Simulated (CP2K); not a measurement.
# Ag: equation of state with r2SCAN

Ag:

```xyz
1
Lattice="2.8677 0.0000 0.0000 -0.9559 2.7037 0.0000 -0.9559 -1.3518 2.3414" Properties=species:S:1:pos:R:3 pbc="T T T"
Ag    0.0000    0.0000    0.0000
```

This isn't the form of Ag at room conditions, which is fcc.

```json
{
 "Program": "CP2K 2026.2",
 "Task": "equation of state",
 "Functional": "r2SCAN",
 "Potentials or basis": "POTENTIAL_UZH Ag GTH-SCAN-q11; TZVP-MOLOPT-SCAN-GTH basis",
 "Density cutoff": "9184 eV",
 "k mesh": "11 × 11 × 11",
 "Occupations": "fermi-dirac, width 0.1 eV",
 "Spin": "no spin polarisation",
 "SCF solver": "diagonalisation with k points",
 "Quickstep method": "GPW",
 "EPS_DEFAULT": "1.0E-10",
 "EPS_SCF": "1.0E-6",
 "MAX_SCF": "100",
 "SCF_GUESS": "ATOMIC",
 "k points reduced by the point group": "yes",
 "Mesh centred on Gamma": "yes",
 "CHOLESKY": "OFF",
 "EPS_EIGVAL": "1.0E-7",
 "MIXING METHOD": "BROYDEN_MIXING",
 "MIXING ALPHA": "0.4",
 "NBUFFER": "8",
 "NGRIDS": "4",
 "Basis sets": "Ag TZVP-MOLOPT-SCAN-GTH-q11",
 "Potentials": "Ag GTH-SCAN-q11 of POTENTIAL_UZH",
 "ADDED_MOS": "[11]",
 "REL_CUTOFF (Ry)": "60 Ry",
 "MIXING BETA (1/bohr)": "1.5 1/bohr",
 "CUTOFF of the grids": "675 Ry"
}
```

The equilibrium volume is 17.50 Å³/atom, the bulk modulus is 109 GPa and the pressure derivative of the bulk modulus is 5.7.

Energy against volume, from the lowest point:
| volume (Å³/atom) | energy (meV/atom) |
| --- | --- |
| 17.065 | 3.85 |
| 17.428 | 0.00 |
| 17.791 | 1.41 |
| 18.154 | 7.41 |
| 18.517 | 17.40 |
| 18.880 | 30.84 |
| 19.243 | 47.26 |

All runs of the series together: 20 min on 1 thread of AMD EPYC 9R45 96-Core Processor (Zen 5), on a shared host.

Caveat: the basis of atomic orbitals isn't converged, which shifts pressures, moduli and gaps.
